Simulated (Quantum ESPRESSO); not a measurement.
**Al: phonons at X under several settings**

```
Al
1.0
     0.00000    2.02481    2.02481
     2.02481    0.00000    2.02481
     2.02481    2.02481    0.00000
Al
1
Direct
  0.00000 0.00000 0.00000
```

All runs used Quantum ESPRESSO 7.5; potentials GBRV 1.5 PBE; k mesh 11 × 11 × 11; no spin polarisation; cutoff 612 eV; occupations cold, width 0.2 eV.

```csv
level,geometry,volume (Å³/atom),pressure (GPa),frequencies (cm⁻¹)
PBE,relaxed at -3 GPa,17.22,-3.0,178 178 302
PBE,relaxed at 0 GPa,16.52,0.0,196 196 325
PBE,relaxed at 3 GPa,15.95,3.0,211 211 345
PBE,relaxed at 8 GPa,?,8.0,?
PBE,relaxed at 15 GPa,14.34,15.0,261 261 408
```

**Question.** What stands in the row left open?

**Answer.** Volume 15.17 Å³/atom; frequencies 234 234 374 cm⁻¹.

Caveats: the q point doesn't lie on the k mesh, which can shift a metal's frequencies strongly unless the mesh is converged; the cell is more than 3 GPa from zero pressure, which shifts response properties (some runs); the mesh is thin for the phonons of a metal (some runs).

For the row left open. Caveat: the cell is more than 3 GPa from zero pressure, which shifts response properties; the q point doesn't lie on the k mesh, which can shift a metal's frequencies strongly unless the mesh is converged.
